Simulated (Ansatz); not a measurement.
Runs of Ansatz 0.2.0 on MnO. Symmetry: Pm-3m, No. 221, cubic system. The conventional cell has a = 2.672 Å, b = 2.672 Å, c = 2.672 Å, α = 90.00°, β = 90.00°, γ = 90.00°. Mn (site symmetry m-3m) has 8 O at 2.31 Å as nearest neighbours. O (site symmetry m-3m) is surrounded by 8 Mn at 2.31 Å. Measurements of this composition are mostly on another form, of space group No. 225.

```tsv
task	level	cell	k mesh	points for each segment of the path	mesh quality	gap on the mesh (eV)	moment (μB)
relaxation of cell and atoms	HSE06	relaxed	5 × 5 × 5	-	coarse	(a)	5.00
band structure	HSE03	as given	5 × 5 × 5	4	coarse	(b)	5.00
band structure	HSE06	as given	5 × 5 × 5	4	coarse	2.06	5.00
single point	PBE	as given	10 × 10 × 10	-	not flagged	none	4.19
```

Alike in all rows: potentials or basis Ansatz PAW; spin collinear, ferromagnetic start; cutoff (eV) 420; smearing fermi-dirac 0.05 eV.

Estimate the missing entries.

(a) 1.57; (b) 1.82.

Caveats: some runs use coarse meshes; a cell with one magnetic atom can't hold antiferromagnetic order, which such compounds often take; the magnetic or orbital state may not be the lowest (some runs); the k mesh misses the band edges, so the gap on the mesh is wider than the one along the path (some runs); odd divisions of the mesh miss points on the zone boundary, where band edges often lie, so the gap on the mesh can be too wide (some runs); the plane-wave basis is chosen anew once the cell has moved, so the energies of steps on either side of that aren't comparable (some runs); semilocal functionals often make such compounds metallic where correlation or magnetic order opens a gap, which also shifts bond lengths (some runs).

A gap of «none» marks a metal or a gap under the smearing width.

Not every run made on this cell is shown here.
